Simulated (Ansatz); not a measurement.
**C (P6/mmm), random displacements**

Method: Ansatz 0.2.0, DFT r2SCAN, scalar-relativistic, plane waves, PAW. The runs took a 500 eV cutoff, a Γ-centred 12×12×10 mesh and Gaussian smearing (0.15 eV). No spin polarisation. Energies are free energies at this smearing, counted from the undisturbed cell; pressure is positive in compression.

The undisturbed cell (relaxed at this level; this form isn't the usual structure):

```xyz
10
Lattice="4.8242 0.0000 0.0000 -2.4121 4.1779 0.0000 0.0000 0.0000 4.1546" Properties=species:S:1:pos:R:3 pbc="T T T"
C     2.4121    1.3926    0.7642
C     0.0000    2.7853    0.7642
C     2.4121    1.3926    3.3904
C     0.0000    2.7853    3.3904
C     1.2061    2.0889    1.4156
C    -1.2061    2.0889    1.4156
C     2.4121    0.0000    1.4156
C     1.2061    2.0889    2.7390
C     2.4121    0.0000    2.7390
C    -1.2061    2.0889    2.7390
```

The atoms are displaced (Å, in the unstrained cell):

| atom | ux | uy | uz |
| --- | --- | --- | --- |
| C1 | 0.400 | 0.488 | -0.135 |
| C2 | -0.211 | -0.221 | 0.452 |
| C3 | -0.024 | -0.386 | 0.159 |
| C4 | 0.214 | -0.699 | 0.165 |
| C5 | -0.210 | 0.446 | -0.188 |
| C6 | -0.160 | 0.228 | 0.081 |
| C7 | 0.109 | 0.057 | -0.169 |
| C8 | 0.120 | -0.328 | -0.368 |
| C9 | -0.479 | 0.121 | -0.093 |
| C10 | 0.242 | 0.294 | 0.096 |

Strain (Voigt, engineering shear): (0.0121, 0.0095, 0.0119, -0.0072, 0.0114, -0.0140).

(1) What are the energy change, the stress and the forces?

## Answers

(1) ΔE = 2287.7 meV/atom; stress (xx, yy, zz, yz, xz, xy; compression positive) (72.28, 1.04, 7.03, 2.96, -1.62, 18.56) GPa.
| atom | Fx (eV/Å) | Fy | Fz |
| --- | --- | --- | --- |
| C1 | -12.75 | -8.73 | -12.95 |
| C2 | 0.89 | 5.49 | -7.46 |
| C3 | 1.34 | 4.87 | 3.02 |
| C4 | -1.23 | -0.87 | -6.12 |
| C5 | 11.83 | -1.19 | 2.58 |
| C6 | 0.22 | 1.22 | 10.02 |
| C7 | -0.23 | -3.20 | 2.18 |
| C8 | -1.85 | -1.12 | 7.25 |
| C9 | 0.58 | 2.27 | -2.31 |
| C10 | 1.19 | 1.27 | 3.79 |

Cost: 1 run of about 7.2 core-minutes, on Arm Neoverse V1 (shared hosts).